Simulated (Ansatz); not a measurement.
**hcp against bcc along the lanthanides**

All numbers below come from DFT, revPBE, plane waves (420 eV) with PAW, scalar-relativistic in Ansatz. (PAW data from PBE, frozen cores regenerated.)

Each structure is relaxed within its symmetry, in the lowest magnetic state of the tried starts. Differences under about 8 meV lie within the error of the k-point mesh.

| element | E(hcp) − E(bcc) (meV/atom) | V(hcp) (Å³/atom) | V(bcc) (Å³/atom) | state of hcp | state of bcc |
| --- | --- | --- | --- | --- | --- |
| La | -95 | 39.31 | 39.37 | spin not included | spin not included |
| Yb | 8 | 38.00 | 36.88 | spin not included | spin not included |
| Lu | ? | ? | ? | ? | ? |

Fill in the row of Lu.

E(hcp) − E(bcc) (meV/atom): -131; V(hcp) (Å³/atom): 30.18; V(bcc) (Å³/atom): 30.75; state of hcp: spin not included; state of bcc: spin not included.
